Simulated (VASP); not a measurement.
## Al2Cu (Khatyrkite): Al into a neighbouring Al vacancy

Wanted: the minimum-energy path in Al2Cu (Khatyrkite) for this move: Al into a neighbouring Al vacancy. The start is a cell from a database of measured crystal structures.

Main program and level: VASP 6.6.1; PBE; plane waves and PAW (Cu, Al).

Most raw output is cut from this account.

## Step 1: The host crystal

The structure is tetragonal, space group I4/mcm (No. 140). Conventional cell: a = 6.067 Å, b = 6.067 Å, c = 4.877 Å, α = 90.00°, β = 90.00°, γ = 90.00°. Cu has 2 Cu at 2.44 Å and 8 Al at 2.59 Å nearest. Nearest to Al lie 4 Cu at 2.59 Å and 1 Al at 2.71 Å. Farther neighbours are not listed.

Coordinates:

```
Cu Al
1.0
    -3.03350    3.03350    2.43850
     3.03350   -3.03350    2.43850
     3.03350    3.03350   -2.43850
Cu Al
2 4
Direct
  0.25000 0.25000 0.00000
  0.75000 0.75000 0.00000
  0.34190 0.15810 0.50000
  0.84190 0.34190 0.18380
  0.65810 0.84190 0.50000
  0.15810 0.65810 0.81620
```

## Step 2: Relax the host

First cell and atoms are relaxed at a raised cutoff, so that later runs start from this functional's own cell.

Input file INCAR:

```
SYSTEM = Al2Cu
PREC = Accurate
ENCUT = 390
EDIFF = 1E-06
NELM = 120
ISMEAR = 1
SIGMA = 0.15
LREAL = .FALSE.
ALGO = Normal
GGA = PE
NBANDS = 23
LASPH = .TRUE.
LORBIT = 11
LWAVE = .FALSE.
LCHARG = .FALSE.
KPAR = 3
IBRION = 2
NSW = 40
ISIF = 3
EDIFFG = -0.02
POTIM = 0.4
```

Input file POSCAR:

```
Al2Cu
1.0
   -3.0335000000      3.0335000000      2.4385000000
    3.0335000000     -3.0335000000      2.4385000000
    3.0335000000      3.0335000000     -2.4385000000
Cu Al
2 4
Direct
    0.2500000000      0.2500000000      0.0000000000
    0.7500000000      0.7500000000      0.0000000000
    0.3419000000      0.1581000000      0.5000000000
    0.8419000000      0.3419000000      0.1838000000
    0.6581000000      0.8419000000      0.5000000000
    0.1581000000      0.6581000000      0.8162000000
```

Input file KPOINTS:

```
Automatic mesh
0
Gamma
6 6 6
0 0 0
```

The projector-augmented-wave data sets are Cu and Al (PBE family, release 64).

Started as:

```sh
mpirun -np 3 vasp_std
```

The job ended after 28 s (3 MPI ranks of Intel Xeon 6975P-C (Granite Rapids), shared host; peak memory 0.59 GiB).

The k-mesh is coarse for a metal. The run keeps the 16 symmetry operations of its start, so it cannot find a distortion of lower symmetry.

Relaxation path:

```csv
step,energy less that of the first step (eV),largest force (eV/Å),pressure (GPa),volume (Å³)
1,0.0000,0.0203,-0.42,89.76
2,-0.0065,0.0378,0.05,89.35
3,-0.0074,0.0460,0.26,89.16
4,-0.0074,0.0473,0.32,89.12
5,-0.0081,0.0359,0.01,89.42
6,-0.0081,0.0280,-0.23,89.64
7,-0.0082,0.0316,-0.13,89.54
8,-0.0084,0.0155,-0.05,89.48
```

```csv
"conventional cell, symmetrised",before,after,change
a (Å),6.067,6.027,-0.7 %
b (Å),6.067,6.027,-0.7 %
c (Å),4.877,4.928,+1.0 %
volume (Å³/atom),14.96,14.91,-0.3 %
```

Final coordinates:

```
Cu Al
1.0
    -3.01331    3.01331    2.46375
     3.01331   -3.01331    2.46375
     3.01331    3.01331   -2.46375
Cu Al
2 4
Direct
  0.25000 0.25000 0.00000
  0.75000 0.75000 0.00000
  0.34115 0.15885 0.50000
  0.84115 0.34115 0.18230
  0.65885 0.84115 0.50000
  0.15885 0.65885 0.81770
```

This step gave:

| Item | Value |
| --- | --- |
| electronic cycles | 60 |
| electrons | 34 |
| free energy (TOTEN) | -23.45 eV |
| energy at zero smearing | -23.45 eV |
| Fermi energy | 7.780 eV |
| labelled metallic, from the levels on this mesh | yes |

The run ended after 8 ionic steps, 0.008 eV below its first step, once forces and stress met EDIFFG = -0.02.

## Step 3: Relax the start

System of this step: Khatyrkite. The cell holds 23 atoms: 8 Cu and 15 Al. Its edges and angles: a = 6.027 Å, b = 6.027 Å, c = 9.855 Å, α = 90.0°, β = 90.0°, γ = 90.0°. It derives from Al2Cu (Khatyrkite). Nearest the centre at fractional (0.250, 0.250, 0.125): Al16 at 1.45 Å, Cu1 at 2.11 Å, Cu8 at 2.15 Å, Al12 at 2.78 Å, Al22 at 2.81 Å, Al20 at 2.82 Å, Al15 at 2.83 Å, Cu4 at 3.25 Å.

A path needs two true minima; the start is relaxed with symmetry off.

Input file INCAR:

```
SYSTEM = Al15Cu8
PREC = Normal
ENCUT = 300
EDIFF = 1E-05
NELM = 120
ISMEAR = 1
SIGMA = 0.15
LREAL = Auto
ALGO = Fast
GGA = PE
NBANDS = 89
LASPH = .TRUE.
LORBIT = 11
LWAVE = .FALSE.
LCHARG = .FALSE.
NCORE = 3
IBRION = 2
NSW = 60
ISIF = 2
EDIFFG = -0.05
POTIM = 0.4
MAXMIX = 40
ISYM = 0
```

Input file POSCAR:

```
Al15Cu8
1.0
    6.0266191050      0.0000000000      0.0000000000
    0.0000000000      6.0266191050      0.0000000000
    0.0000000000      0.0000000000      9.8550001764
Cu Al
8 15
Direct
    0.0011468592      0.0027266304      0.1256705978
   -0.0043246710      0.0030045233      0.6259058845
    0.4982180615      0.5019285045      0.3757398729
    0.5009761111      0.5000943223      0.8761095139
   -0.0024440041     -0.0005406346      0.3740215742
    0.0019873372      0.0001318222      0.8744064805
    0.4974051506      0.4991464792      0.6250165240
    0.4990853814      0.5042944935      0.1270430732
    0.1498549357      0.3348788740      0.4996453129
    0.6574511419      0.8418567705      0.2504410389
    0.6658805087      0.8374574092      0.7492336783
    0.8479269355      0.3432939279      0.2513456385
    0.8394419859      0.3356784535      0.7503398574
    0.3415095480      0.8370746696      0.4986134416
    0.3409086878      0.8380125103     -0.0001994317
    0.3414646437      0.1589703242      0.2489725182
    0.3431181911      0.1618096631      0.7506511381
    0.8384323855      0.6612802961      0.4989823643
    0.8440653641      0.6552953826      0.0018558441
    0.6587856445      0.1547081164     -0.0006370360
    0.6590317717      0.1597575154      0.4980067212
    0.1551772877      0.6595145706      0.2490527659
    0.1596337786      0.6613727766      0.7466539070
```

Input file KPOINTS:

```
Automatic mesh
0
Monkhorst-Pack
3 3 2
0 0 0
```

Started as:

```sh
mpirun -np 3 vasp_std
```

It took 2.3 min on 3 MPI ranks; peak memory 0.43 GiB.

This run has no spin polarisation. Its electron count is odd, so without a moment it is a metal by construction.

Step by step:

```csv
step,energy less that of the first step (eV),largest force (eV/Å)
1,0.0000,0.3535
2,-0.0339,0.2639
3,-0.0673,0.2108
4,-0.0693,0.2391
5,-0.0825,0.1563
6,-0.0884,0.1172
7,-0.0887,0.1358
8,-0.0968,0.0981
9,-0.0995,0.1055
10,-0.1062,0.0865
11,-0.1183,0.0768
12,-0.1194,0.1026
13,-0.1227,0.0704
14,-0.1240,0.0660
15,-0.1263,0.0399
```

The atoms that moved most (Å):

```csv
atom,dx,dy,dz,length
Al16,-0.092,0.089,-0.144,0.193
Al17,-0.091,0.056,0.134,0.171
Al11,-0.086,0.057,-0.036,0.109
Al9,0.105,-0.019,0.003,0.107
Al19,-0.069,0.064,-0.024,0.097
Cu1,-0.051,-0.058,-0.011,0.079
Cu2,0.054,-0.056,0.001,0.078
Al18,0.056,-0.050,0.009,0.076
```

The relaxed structure:

```xyz
23
Lattice="6.0266 0.0000 0.0000 0.0000 6.0266 0.0000 0.0000 0.0000 9.8550" Properties=species:S:1:pos:R:3 pbc="T T T"
Cu   -0.0446   -0.0417    1.2270
Cu    0.0283   -0.0382    6.1697
Cu    3.0461    2.9866    3.6850
Cu    3.0451    3.0480    8.6278
Cu    0.0243   -0.0299    3.6860
Cu   -0.0415   -0.0369    8.6287
Cu    3.0429    2.9835    6.1687
Cu    3.0459    3.0563    1.2268
Al    1.0082    1.9988    4.9275
Al    3.9248    5.1112    2.4994
Al    3.9273    5.1036    7.3474
Al    5.0903    2.0315    2.4447
Al    5.0882    2.0263    7.4032
Al    2.0914    5.0543    4.9290
Al    2.0362    5.0955   -0.0008
Al    1.9659    1.0473    2.3094
Al    1.9764    1.0311    7.5315
Al    5.1094    3.9356    4.9263
Al    5.0181    4.0131   -0.0057
Al    3.9495    0.9758   -0.0030
Al    3.9828    0.9211    4.9301
Al    0.9769    3.9490    2.4467
Al    0.9784    3.9454    7.4139
```

Numbers from this step:

| Item | Value |
| --- | --- |
| electronic cycles | 122 |
| electrons | 133 |
| free energy (TOTEN) | -88.6031 eV |
| energy at zero smearing | -88.6022 eV |
| Fermi energy | 7.407 eV |

The run ended after 15 ionic steps, 0.126 eV below its first step, once the forces on the free atoms met EDIFFG = -0.05.

## Step 4: Relax the end

The end state is relaxed in the same way, so that both ends share their errors.

INCAR is that of step 3.

Input file POSCAR:

```
Al15Cu8
1.0
    6.0266191050      0.0000000000      0.0000000000
    0.0000000000      6.0266191050      0.0000000000
    0.0000000000      0.0000000000      9.8550001764
Cu Al
8 15
Direct
    0.0008442150      0.0040641260      0.1243961911
   -0.0026907776      0.0024964041      0.6255143511
    0.5029730868      0.4988543636      0.3719927585
    0.4996349171      0.4985204701      0.8765734628
    0.0006425920     -0.0054121530      0.3725745042
    0.0029329514      0.0022558752      0.8737006731
    0.4999965195      0.5014786850      0.6259505922
    0.5029079063      0.5008511758      0.1248075528
    0.1579932115      0.3446513716      0.4954320563
    0.6583920843      0.8412572872      0.2471073588
    0.6599567060      0.8389864248      0.7517502685
    0.8407309815      0.3433684315      0.2524735537
    0.8424185667      0.3382415955      0.7469268014
    0.3469665712      0.8407784373      0.4986026079
    0.3416265058      0.8405125531      0.0017293602
    0.1589648217      0.3411934022     -0.0014501871
    0.3427060862      0.1554212266      0.7513513738
    0.8462051274      0.6537923886      0.4949949687
    0.8431949529      0.6673077071     -0.0020313036
    0.6547016555      0.1608067856     -0.0017061828
    0.6571729259      0.1576969611      0.5010796592
    0.1575071867      0.6597744121      0.2496417387
    0.1560490931      0.6577908486      0.7480712336
```

KPOINTS is that of step 3.

Started as:

```sh
mpirun -np 3 vasp_std
```

Elapsed: 2.5 min, on 3 MPI ranks; peak memory 0.44 GiB.

Step by step:

```csv
step,energy less that of the first step (eV),largest force (eV/Å)
1,0.0000,0.4419
2,-0.0385,0.3340
3,-0.0712,0.2522
4,-0.0853,0.1464
5,-0.0911,0.1497
6,-0.0914,0.1746
7,-0.0984,0.1016
8,-0.1023,0.1084
9,-0.1030,0.2175
10,-0.1039,0.1277
11,-0.1109,0.0988
12,-0.1181,0.1001
13,-0.1183,0.1348
14,-0.1238,0.0520
15,-0.1240,0.0636
16,-0.1265,0.0354
```

The atoms that moved most (Å):

```csv
atom,dx,dy,dz,length
Al16,0.081,-0.084,0.155,0.194
Al9,0.095,-0.105,-0.118,0.184
Al17,-0.064,0.081,-0.019,0.105
Al19,0.025,-0.088,-0.028,0.096
Al18,0.022,-0.016,0.090,0.094
Al11,-0.049,0.059,-0.027,0.081
Cu1,-0.036,-0.070,0.004,0.078
Al10,0.052,-0.049,0.021,0.074
```

The relaxed structure:

```
Cu Al
1.0
     6.02662    0.00000    0.00000
     0.00000    6.02662    0.00000
     0.00000    0.00000    9.85500
Cu Al
8 15
Cartesian
  -0.0305 -0.0451 1.2298
  -0.0300 0.0301 6.1439
  3.0622 3.0511 3.6813
  2.9922 3.0444 8.6234
  -0.0363 -0.0411 3.6838
  -0.0298 0.0254 8.6224
  2.9928 3.0464 6.1398
  3.0522 3.0499 1.2290
  1.0467 1.9724 4.7646
  4.0199 5.0212 2.4566
  3.9286 5.1148 7.3815
  5.1026 2.0387 2.4482
  5.0629 2.0953 7.3844
  2.0320 5.0902 4.9006
  2.0405 5.0906 0.0021
  1.0386 1.9721 0.1406
  2.0015 1.0172 7.3853
  5.1222 3.9245 4.9682
  5.1069 3.9335 -0.0485
  3.9558 0.9845 0.0106
  3.9525 0.9840 4.8963
  0.9810 3.9452 2.4552
  0.9239 3.9849 7.3848
```

Numbers from this step:

* electronic cycles: 131
* free energy (TOTEN): -88.6030 eV
* Fermi energy: 7.405 eV

The run ended after 16 ionic steps, 0.126 eV below its first step, once the forces on the free atoms met EDIFFG = -0.05.

## Step 5: Nudged elastic band

Images on a straight line between the ends relax across the path, while springs keep them spaced along it.

Input file INCAR:

```
SYSTEM = Al15Cu8
PREC = Normal
ENCUT = 300
EDIFF = 1E-05
NELM = 120
ISMEAR = 1
SIGMA = 0.15
LREAL = Auto
ALGO = Fast
GGA = PE
NBANDS = 89
LASPH = .TRUE.
LWAVE = .FALSE.
LCHARG = .FALSE.
IMAGES = 3
SPRING = -5
IBRION = 3
POTIM = 0.15
NSW = 60
EDIFFG = -0.05
ISYM = 0
ISIF = 0
SMASS = 1
```

Input file POSCAR:

```
Al15Cu8
1.0
    6.0266191050      0.0000000000      0.0000000000
    0.0000000000      6.0266191050      0.0000000000
    0.0000000000      0.0000000000      9.8550001764
Cu Al
8 15
Direct
    0.9926018609      0.9930753233      0.1245069004
    0.0046876843      0.9936568664      0.6260507018
    0.5054326602      0.4955710089      0.3739222785
    0.5052821335      0.5057635539      0.8754696534
    0.0040352640      0.9950358266      0.3740233533
    0.9931131452      0.9938703529      0.8755678934
    0.5049105465      0.4950588595      0.6259483904
    0.5054048626      0.5071404884      0.1244841387
    0.1672987955      0.3316655787      0.4999961546
    0.6512509899      0.8481076650      0.2536132576
    0.6516604648      0.8468364518      0.7455454114
    0.8446377407      0.3370842972      0.2480646189
    0.8442839667      0.3362227859      0.7512152076
    0.3470225995      0.8386606417      0.5001549283
    0.3378605203      0.8454996329      0.9999190049
    0.3261963640      0.1737764693      0.2343365947
    0.3279393234      0.1710876208      0.7642268655
    0.8478035381      0.6530434853      0.4998769166
    0.8326503224      0.6658994243      0.9994236804
    0.6553352132      0.1619183610      0.9996914320
    0.6608651435      0.1528434876      0.5002627667
    0.1621053442      0.6552658953      0.2482749203
    0.1623545529      0.6546633242      0.7522962102
```

KPOINTS is that of step 4.

Input file 00/POSCAR:

```
Al15Cu8
1.0
    6.0266191050      0.0000000000      0.0000000000
    0.0000000000      6.0266191050      0.0000000000
    0.0000000000      0.0000000000      9.8550001764
Cu Al
8 15
Direct
    0.9926018609      0.9930753233      0.1245069004
    0.0046876843      0.9936568664      0.6260507018
    0.5054326602      0.4955710089      0.3739222785
    0.5052821335      0.5057635539      0.8754696534
    0.0040352640      0.9950358266      0.3740233533
    0.9931131452      0.9938703529      0.8755678934
    0.5049105465      0.4950588595      0.6259483904
    0.5054048626      0.5071404884      0.1244841387
    0.1672987955      0.3316655787      0.4999961546
    0.6512509899      0.8481076650      0.2536132576
    0.6516604648      0.8468364518      0.7455454114
    0.8446377407      0.3370842972      0.2480646189
    0.8442839667      0.3362227859      0.7512152076
    0.3470225995      0.8386606417      0.5001549283
    0.3378605203      0.8454996329      0.9999190049
    0.3261963640      0.1737764693      0.2343365947
    0.3279393234      0.1710876208      0.7642268655
    0.8478035381      0.6530434853      0.4998769166
    0.8326503224      0.6658994243      0.9994236804
    0.6553352132      0.1619183610      0.9996914320
    0.6608651435      0.1528434876      0.5002627667
    0.1621053442      0.6552658953      0.2482749203
    0.1623545529      0.6546633242      0.7522962102
```

Input file 01/POSCAR:

```
Al15Cu8
1.0
    6.0266191050      0.0000000000      0.0000000000
    0.0000000000      6.0266191050      0.0000000000
    0.0000000000      0.0000000000      9.8550001764
Cu Al
8 15
Direct
    0.9931862964      0.9929366912      0.1245787730
    0.0022695764      0.9964912796      0.6253948406
    0.5061021708      0.4982476096      0.3738294671
    0.5030865099      0.5056103549      0.8753587948
    0.0015216252      0.9945718188      0.3739682611
    0.9936007340      0.9964565484      0.8754079308
    0.5028316940      0.4976651344      0.6252138955
    0.5056670562      0.5068714915      0.1245389096
    0.1688933068      0.3305709166      0.4958644338
    0.6551941187      0.8443724670      0.2525282644
    0.6517140263      0.8473013387      0.7464123812
    0.8451467861      0.3373835576      0.2481530958
    0.8432368314      0.3390867100      0.7507372886
    0.3445613425      0.8401513129      0.4994333670
    0.3380417574      0.8452943966      0.9999937827
    0.2877314713      0.2121398580      0.1793193299
    0.3289831382      0.1705114716      0.7605199596
    0.8483346518      0.6525809129      0.5009406879
    0.8363333506      0.6625979115      0.9983386143
    0.6555980973      0.1622801646      1.0000373197
    0.6596100470      0.1554518050      0.4994065398
    0.1622716763      0.6551066827      0.2484889100
    0.1600904843      0.6563023116      0.7515594608
```

Input file 02/POSCAR:

```
Al15Cu8
1.0
    6.0266191050      0.0000000000      0.0000000000
    0.0000000000      6.0266191050      0.0000000000
    0.0000000000      0.0000000000      9.8550001764
Cu Al
8 15
Direct
    0.9937707320      0.9927980592      0.1246506455
   -0.0001485315      0.9993256927      0.6247389794
    0.5067716814      0.5009242104      0.3737366558
    0.5008908864      0.5054571558      0.8752479361
   -0.0009920136      0.9941078109      0.3739131689
    0.9940883228      0.9990427440      0.8752479682
    0.5007528416      0.5002714094      0.6244794007
    0.5059292498      0.5066024946      0.1245936806
    0.1704878180      0.3294762544      0.4917327130
    0.6591372474      0.8406372690      0.2514432713
    0.6517675878      0.8477662256      0.7472793510
    0.8456558316      0.3376828179      0.2482415726
    0.8421896960      0.3419506341      0.7502593695
    0.3421000855      0.8416419840      0.4987118057
    0.3382229945      0.8450891603      1.0000685604
    0.2492665786      0.2505032467      0.1243020651
    0.3300269530      0.1699353224      0.7568130538
    0.8488657655      0.6521183406      0.5020044592
    0.8400163788      0.6592963988      0.9972535482
    0.6558609814      0.1626419681      1.0003832074
    0.6583549504      0.1580601224      0.4985503128
    0.1624380084      0.6549474701      0.2487028998
    0.1578264157      0.6579412990      0.7508227114
```

Input file 03/POSCAR:

```
Al15Cu8
1.0
    6.0266191050      0.0000000000      0.0000000000
    0.0000000000      6.0266191050      0.0000000000
    0.0000000000      0.0000000000      9.8550001764
Cu Al
8 15
Direct
    0.9943551676      0.9926594272      0.1247225180
   -0.0025666394      1.0021601058      0.6240831182
    0.5074411920      0.5036008112      0.3736438444
    0.4986952628      0.5053039567      0.8751370774
   -0.0035056524      0.9936438030      0.3738580766
    0.9945759117      1.0016289395      0.8750880056
    0.4986739891      0.5028776843      0.6237449058
    0.5061914434      0.5063334977      0.1246484516
    0.1720823292      0.3283815923      0.4876009922
    0.6630803762      0.8369020709      0.2503582782
    0.6518211493      0.8482311125      0.7481463207
    0.8461648770      0.3379820782      0.2483300494
    0.8411425607      0.3448145582      0.7497814505
    0.3396388285      0.8431326552      0.4979902444
    0.3384042315      0.8448839240      1.0001433382
    0.2108016858      0.2888666354      0.0692848003
    0.3310707679      0.1693591732      0.7531061480
    0.8493968792      0.6516557682      0.5030682306
    0.8436994071      0.6559948860      0.9961684822
    0.6561238656      0.1630037717      1.0007290950
    0.6570998539      0.1606684399      0.4976940858
    0.1626043406      0.6547882575      0.2489168896
    0.1555623471      0.6595802864      0.7500859621
```

Input file 04/POSCAR:

```
Al15Cu8
1.0
    6.0266191050      0.0000000000      0.0000000000
    0.0000000000      6.0266191050      0.0000000000
    0.0000000000      0.0000000000      9.8550001764
Cu Al
8 15
Direct
    0.9949396031      0.9925207951      0.1247943906
   -0.0049847473      1.0049945190      0.6234272570
    0.5081107026      0.5062774119      0.3735510330
    0.4964996392      0.5051507577      0.8750262188
   -0.0060192912      0.9931797952      0.3738029844
    0.9950635005      1.0042151350      0.8749280430
    0.4965951366      0.5054839592      0.6230104109
    0.5064536370      0.5060645008      0.1247032225
    0.1736768405      0.3272869302      0.4834692714
    0.6670235050      0.8331668729      0.2492732850
    0.6518747108      0.8486959994      0.7490132905
    0.8466739225      0.3382813386      0.2484185263
    0.8400954254      0.3476784823      0.7493035315
    0.3371775715      0.8446233264      0.4972686831
    0.3385854686      0.8446786877      1.0002181160
    0.1723367931      0.3272300241      0.0142675355
    0.3321145827      0.1687830240      0.7493992421
    0.8499279929      0.6511931958      0.5041320019
    0.8473824353      0.6526933732      0.9950834161
    0.6563867497      0.1633655752      1.0010749827
    0.6558447574      0.1632767573      0.4968378589
    0.1627706727      0.6546290449      0.2491308793
    0.1532982785      0.6612192738      0.7493492127
```

Started as:

```sh
mpirun -np 3 vasp_std
```

It took 13 min on 3 MPI ranks; peak memory 0.68 GiB.

The band used up its steps before its forces met the threshold, so no barrier is taken from it.

## Step 6: Outcome

```yaml
result: none
```

What this shows: The session ends without its result: «nudged elastic band» used up its steps.

[Lines on the potential files, build, host, timing and source positions are cut from VASP's logs without a mark.]

[Logs are printed without paths, hosts, clocks, repeated set-up lines and the standing remarks that a program may print on its own settings, such as how far it seeks lower states.]

[Hosts, paths, dates, database ids (printed as entryN), source tags and the programs' standing remarks are cut or masked in the printed files.]

[Runs that stopped without an error message from VASP are left out.]
